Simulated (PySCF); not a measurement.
MgS (Niningerite) in PySCF: convergence with smearing width

Input of the first run (smearing width 0.3 eV); the others differ in this setting and in those tied to it:

File run.py:

```python
import json
import numpy as np
from pyscf.pbc import gto, scf, dft, df

cell = gto.Cell()
cell.basis = {'Mg': 'DZVP-MOLOPT-SR-GTH-q10', 'S': 'DZVP-MOLOPT-SR-GTH-q6'}
cell.pseudo = {'Mg': 'GTH-PBE-q10', 'S': 'GTH-PBE-q6'}
cell.fromfile('MgS.xyz')
cell.ke_cutoff = 400  # hartree
cell.exp_to_discard = 0.02
cell.precision = 1e-08
cell.space_group_symmetry = True
cell.symmorphic = False
cell.max_memory = 2940  # MB
cell.verbose = 4
cell.build()

res = {}
kpts = cell.make_kpts([3, 3, 3], space_group_symmetry=True, time_reversal_symmetry=True)
cell.space_group_symmetry = False  # the mesh holds the operations; no search on the supercells of the integral code
mf = dft.KRKS(cell, kpts, xc='LDA_X,LDA_C_PW')
mf = mf.multigrid_numint()
mf = mf.smearing(sigma=0.0110248, method='fermi')  # hartree
mf.conv_tol = 1e-07
mf.max_cycle = 60

mf.kernel()
res.update(converged=bool(mf.converged), e_tot=mf.e_tot, nelec=cell.nelectron, nao=cell.nao, mesh=list(map(int, cell.mesh)), a=cell.lattice_vectors().tolist(), coords=cell.atom_coords().tolist(),
           mo_energy=[np.real(x).tolist() for x in mf.mo_energy], mo_occ=[np.real(x).tolist() for x in mf.mo_occ])
res.update(e_free=mf.e_free, e_zero=mf.e_zero)
res.update(kpts=kpts.kpts_scaled_ibz.tolist(), weights=kpts.weights_ibz.tolist())
res['parts'] = {k: float(np.real(v)) for k, v in mf.scf_summary.items() if np.isscalar(v)}
json.dump(res, open('results.json', 'w'))
if not mf.converged:
    raise SystemExit('SCF not converged')

print('levels (eV)')
for i, kp in enumerate(res['kpts'][:40]):
    print('k %7.4f %7.4f %7.4f  ' % tuple(kp), ' '.join('%.3f' % (x * 27.211386) for x in res['mo_energy'][i][:13]))

mf = mf.to_khf()  # unfold to the whole mesh
kpts = mf.kpts
# Mulliken populations
dm, s = np.asarray(mf.make_rdm1()), np.asarray(mf.get_ovlp())
sites = cell.aoslice_by_atom()[:, 2:]
tot = np.einsum('kij,kji->i', dm, s).real / len(kpts)
res['mulliken'] = [cell.atom_charge(i) - tot[a0:a1].sum() for i, (a0, a1) in enumerate(sites)]
print('Mulliken charges', np.round(res['mulliken'], 5))
res['meta_lowdin'] = mf.mulliken_meta()[1].tolist()
res['done'] = True
json.dump(res, open('results.json', 'w'))
```

MgS.xyz

```xyz
2
Lattice="0.0000000000 2.6016500000 2.6016500000 2.6016500000 0.0000000000 2.6016500000 2.6016500000 2.6016500000 0.0000000000" Properties=species:S:1:pos:R:3 pbc="T T T"
S      2.6016500000      2.6016500000      2.6016500000
Mg     0.0000000000      0.0000000000      0.0000000000
```

Potentials or basis: DZVP-MOLOPT-SR/GTH-PBE (potentials made for PBE).

Command:

```bash
$ OMP_NUM_THREADS=2 python -u run.py > log
```

Hardware: 2 threads of Arm Neoverse V2, with other jobs on the host.

```csv
smearing width,"energy less the tightest run, at zero smearing (meV/atom)",SCF cycles,CPU time (s),peak memory (GiB)
0.3 eV,1.51,7,210,0.41
0.2 eV,0.07,6,190,0.41
0.1 eV,0.00,6,180,0.41
0.05 eV,0.00,6,180,0.41
0.025 eV,0.00,6,170,0.41
0.01 eV,0.00,6,170,0.41
0.005 eV,0.00,6,170,0.41
```

Against the tightest run, the energy stays within 1 meV/atom from 0.2 eV on. The tightest run that finished is the yardstick and may itself not be fully converged.

Caveat, for the tightest run too: the k mesh is coarse (spacing up to 0.70 Å⁻¹), so the values aren't converged; the density mesh is thin for the hardest basis functions, which adds noise to energies, forces and pressure; an odd mesh through Γ misses points on the zone boundary, where band edges often lie; the basis of atomic orbitals isn't converged, which shifts pressures, moduli and gaps.
